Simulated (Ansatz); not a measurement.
# Pt, bcc: how the functional moves the structure

All rows: Ansatz, plane waves with scalar-relativistic PAW, 420 eV (500 eV for the SCAN forms), relaxed under each functional, no dispersion correction, no zero-point motion. B₀ comes from uniform scaling at fixed shape; a dash is a value not given.

```tsv
functional	V (Å³/atom)	cell	B₀ (GPa)	magnetic state	ΔE to fcc (meV/atom)
PBE	15.84	a = 3.164 Å	239	non-magnetic	95
r²SCAN	15.48	a = 3.140 Å	260	non-magnetic	91
PBEsol	15.23	a = 3.123 Å	276	spin not included	110
LDA	14.94	a = 3.103 Å	295	spin not included	115
RPBE	16.13	a = 3.184 Å	220	spin not included	91
BLYP	16.86	a = 3.231 Å	193	spin not included	73
```

What does revPBE give?

V (Å³/atom): 16.05; cell: a = 3.178 Å; B₀ (GPa): 225; magnetic state: spin not included; ΔE to fcc (meV/atom): 93.
